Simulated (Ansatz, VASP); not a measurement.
Pt: VASP beside Ansatz

```xyz
3
Lattice="4.6170 0.0000 0.0000 -2.3085 3.9984 0.0000 0.0000 0.0000 2.7508" Properties=species:S:1:pos:R:3 pbc="T T T"
Pt    2.3085    3.9984    2.7508
Pt    0.0000    2.6656    1.3754
Pt    2.3085    1.3328    1.3754
```

Alike in both runs: task single point; functional LDA; k mesh 9 × 9 × 13; occupations fermi-dirac, width 0.1 eV; no spin polarisation.

|  | VASP | Ansatz |
| --- | --- | --- |
| version | VASP 6.6.1 | Ansatz 0.2.0 |
| potentials or method | VASP PAW LDA potentials, release 64 (Pt) | plane waves (420 eV) with PAW, scalar-relativistic |
| plane-wave cutoff (eV) | 520 | 420 |
| valence electrons in the cell | 30 | 54 |

|  | VASP | Ansatz | Ansatz less VASP |
| --- | --- | --- | --- |
| pressure (GPa) | -23.7 | -24.2 | -0.42 |
| largest component of the traceless stress (GPa) | 0.51 | 0.51 | -0.004 |

The two sets of potentials don't hold the same shells in valence. Ansatz warned: «pseudo_functional_mismatch».

Caveats: so large a pressure means that the cell lies far from this level's equilibrium, or that cutoff or potentials fall short (VASP). The runs have no spin-orbit coupling, so splittings on Pt are missing.
